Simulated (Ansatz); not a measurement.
Crystal: AlNi.

```
Ni Al
1.0
     1.93869   -1.95319    0.00000
     1.93869    1.95319    0.00000
     0.00000    0.00000    3.09943
Ni Al
1 1
Direct
  0.50000 0.50000 0.50000
  0.00000 0.00000 0.00000
```

The cell comes from a database or a generator and needn't be the stable form of this composition.

- Program: Ansatz 0.2.0
- Task: relaxation of cell and atoms
- Functional: PBEsol
- Dispersion: D3(BJ)-ATM
- Potentials or basis: Ansatz PAW
- Cutoff: 420 eV (not typed: the program's choice for these potentials)
- k mesh: 10 × 10 × 9
- Occupations: fermi-dirac, width 0.05 eV
- Spin: collinear spin, ferromagnetic start
- Starting moments: [1.0, 0.0] μB

At the start: volume 11.74 Å³/atom.

Task: Where does the relaxation end?

Result: It ends after 8 steps and the volume is 11.42 Å³/atom (-2.7 %); space group Pm-3m (No. 221, to 0.05 Å); moment 0.00 μB per cell.

The path:
```tsv
step	energy change (eV)	largest force (eV/Å)	volume (Å³)
1	0.0000	0.0000	23.47
2	-0.0267	0.0000	23.16
3	-0.0510	0.0000	22.88
4	-0.0520	0.0000	22.83
5	-0.0521	0.0000	22.84
6	-0.0523	0.0000	22.84
7	-0.0523	0.0000	22.85
8	-0.0523	0.0000	22.85
```

Final structure:
```
Ni Al
1.0
     2.00718   -2.00714    0.00000
     2.00718    2.00714    0.00000
     0.00000    0.00000    2.83529
Ni Al
1 1
Direct
  0.50000 0.50000 0.50000
  0.00000 0.00000 0.00000
```

Caveat: the plane-wave basis is chosen anew once the cell has moved, so the energies of steps on either side of that aren't comparable; pairwise dispersion overbinds metals, which lowers pressure and volume; the PAW data sets come from PBE, with cores solved anew for the run's functional, which leaves a small shift of forces and pressure; the starting moments weren't kept.
